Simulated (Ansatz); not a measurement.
**Varying the input for Pb**

The reference input for Ansatz (plane-wave DFT with PAW):

```yaml
crystal:
  lattice:
    - [3.0386068135, -1.75031996, 0.0]
    - [3.0386068135, 1.75031996, 0.0]
    - [-2.1154626375, 0.0, 6.0952248674]
  atoms:
    - { symbol: Pb, position: [0.09149159, 0.09149159, 0.2737078] }
    - { symbol: Pb, position: [0.90850841, 0.90850841, 0.7262922] }
basis:
  ecutwfc: 420
kpoints:
  mp_grid: { grid: [6, 6, 4] }
hamiltonian:
  xc: pbe
scf:
  occupations: { method: gaussian, width: 0.1 }
output:
  forces: true
  stress: true
  eigenvalues: true
```

Command:

```bash
ansatz run input.yaml --threads 1 --pin off --max-ram 1331MiB --backend cpu --events-out ev --progress --plain --runs-dir out
```

The run converges in 7 SCF iterations on 47 irreducible k-points: pressure 1.30 GPa, largest force 0.188 eV/Å, no gap.

The inputs are trials, many of them unsound on purpose. Their numbers show the effect of the settings and aren't properties of the material. Each trial's input is given as a difference from the reference's; energies are extrapolated to zero smearing where there is one, and pressure is positive in compression.

Trial 1 (atoms moved):

```diff
 crystal:
   atoms:
-    - { symbol: Pb, position: [0.09149159, 0.09149159, 0.2737078] }
-    - { symbol: Pb, position: [0.90850841, 0.90850841, 0.7262922] }
+    - { symbol: Pb, position: [0.0878899167, 0.1022180477, 0.2716344576] }
+    - { symbol: Pb, position: [0.913786432, 0.914015508, 0.7192450178] }
 kpoints:
-  mp_grid: { grid: [6, 6, 4] }
+  mp_grid: { grid: [1, 1, 1] }
 scf:
-  occupations: { method: gaussian, width: 0.1 }
+  occupations: { method: methfessel_paxton, width: 0.013 }
+  n_extra_bands: 5
```

The run converges in 32 SCF iterations on 1 irreducible k-point: energy 2.38 eV per atom above the reference, pressure 5.45 GPa, largest force 1.605 eV/Å, no gap.